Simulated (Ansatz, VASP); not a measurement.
## InSb: VASP beside Ansatz

```xyz
2
Lattice="0.0000 2.9938 2.9938 2.9938 0.0000 2.9938 2.9938 2.9938 0.0000" Properties=species:S:1:pos:R:3 pbc="T T T"
In    0.0000    0.0000    0.0000
Sb    1.4969    1.4969    1.4969
```

Change from the starting cell: volume scaled by 0.8, PAW files.

Alike in both runs: task single point; functional LDA; k mesh 11 × 11 × 11; occupations fermi-dirac, width 0.1 eV; no spin polarisation.

|  | VASP | Ansatz |
| --- | --- | --- |
| version | VASP 6.6.1 | Ansatz 0.2.0 |
| potentials or method | VASP PAW LDA potentials, release 64 (In_d, Sb) | PAW with Ansatz's default frozen-core files, scalar-relativistic |
| plane-wave cutoff (eV) | 520 | 420 |
| valence electrons in the cell | 18 | 28 |

|  | VASP | Ansatz | Ansatz less VASP |
| --- | --- | --- | --- |
| pressure (GPa) | 18.0 | 17.7 | -0.26 |

The two sets of potentials don't hold the same shells in valence.

Caveats: so large a pressure means that the cell lies far from this level's equilibrium, or that cutoff or potentials fall short (VASP). A k mesh can miss the band edges.
